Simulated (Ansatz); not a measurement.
Bi (hcp): energy against volume

Theory: Ansatz 0.2.0, DFT, PBE, plane waves (420 eV) with PAW, scalar-relativistic.

The cell is scaled uniformly from the relaxed one, with fractional coordinates and shape fixed. Energies are extrapolated to zero smearing, pressures are those at the given smearing. Magnetic state: spin not included.

A Birch-Murnaghan fit gives V₀ = 31.55 Å³/atom, B₀ = 53 GPa, B₀′ = 4.6.

(1) What are the energy above the minimum and the pressure at 29.100 Å³/atom?

(2) What are the energy above the minimum and the pressure at 32.896 Å³/atom?

(3) What are the energy above the minimum and the pressure at 35.426 Å³/atom?

Results:

(1) 36.5 meV/atom and 5.22 GPa as computed.

(2) 8.8 meV/atom and -1.95 GPa as computed.

(3) 63.7 meV/atom and -4.63 GPa as computed.
